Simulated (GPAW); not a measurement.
Write an ASE script for GPAW 26.7.0 that does the following.

| Item | Value |
| --- | --- |
| Task | hybrid scf |
| Functional | r2SCAN50 |
| Potentials or basis | GPAW PAW data sets (gpaw-data 1.2.1) |
| Cutoff | 500 eV |
| Basis | pw |
| k mesh | 4 × 4 × 4 |
| Occupations | fermi-dirac, width 0.05 eV |
| Spin | no spin polarisation |
| Maxiter | 50 |
| Exx fraction | 0.5 |

HgTe (Coloradoite):

```xyz
2
Lattice="0.0000 3.2145 3.2145 3.2145 0.0000 3.2145 3.2145 3.2145 0.0000" Properties=species:S:1:pos:R:3 pbc="T T T"
Hg    0.0000    0.0000    0.0000
Te    4.8217    4.8217    4.8217
```

The input as run:

run.py

```python
import numpy as np
from ase import Atoms
from ase.dft.bandgap import bandgap
from ase.io import write
from gpaw import GPAW, PW
from gpaw.xc import parametrizedxc

class ScaledMGGA(parametrizedxc.ParametrizedKernel):
    """Weighted sum of Libxc meta-GGA parts, named like '0.75_MGGA_X_..+1.0_MGGA_C_..'."""
    def __init__(self, name):
        super().__init__(name)
        self.type = 'MGGA'

    def calculate(self, e_g, n_sg, dedn_sg, sigma_xg, dedsigma_xg, tau_sg, dedtau_sg):
        e_g[:] = dedsigma_xg[:] = dedtau_sg[:] = 0.0
        for kernel, c in zip(self.kernels, self.coefs):
            e, v, s, t = [np.zeros_like(x) for x in [e_g, dedn_sg, dedsigma_xg, dedtau_sg]]
            kernel.calculate(e, n_sg, v, sigma_xg, s, tau_sg, t)
            e_g += c * e
            dedn_sg += c * v
            dedsigma_xg += c * s
            dedtau_sg += c * t

parametrizedxc.ParametrizedKernel = ScaledMGGA

atoms = Atoms(['Hg', 'Te'],
              cell=[[0.0, 3.2145, 3.2145],
                    [3.2145, 0.0, 3.2145],
                    [3.2145, 3.2145, 0.0]],
              scaled_positions=[[0.0, 0.0, 0.0],
                                [0.75, 0.75, 0.75]],
              pbc=True)

calc = GPAW(mode=PW(500),
            xc={'name': '0.500_MGGA_X_R2SCAN+1.0_MGGA_C_R2SCAN', 'fraction': 0.5, 'omega': 0.0, 'backend': 'pw'},
            kpts={'size': (4, 4, 4), 'gamma': True},
            occupations={'name': 'fermi-dirac', 'width': 0.05},
            nbands=18,
            convergence={'density': 0.0001},
            maxiter=50,
            txt='gpaw.txt')
atoms.calc = calc
energy = atoms.get_potential_energy()
calc.write('gs.gpw')
write('result.traj', atoms)
print(f'Energy: {energy:.6f} eV')
print('Fermi level:', round(calc.get_fermi_level(), 4), 'eV')
print(f'Gap: {bandgap(calc)[0]:.4f} eV, direct: {bandgap(calc, direct=True)[0]:.4f} eV')
```

Potentials or basis: GPAW PAW data sets (gpaw-data 1.2.1), pw.

Run with:

```console
$ OMP_NUM_THREADS=1 python run.py
```

It gave:

The band gap on the k mesh is 2.31 eV, direct.

Caveat: the k mesh is coarse (spacing up to 0.42 Å⁻¹), so the values aren't converged, least of all with exact exchange; exact exchange converges slowly with the k mesh, and this mesh is small; the scaled meta-GGA exchange is a class typed in the script; spin-orbit coupling is left out, which moves the levels of the heavy elements.

It took 29 min on 1 thread of AMD EPYC 9R45 96-Core Processor (Zen 5) (shared host), peak memory 0.66 GiB.
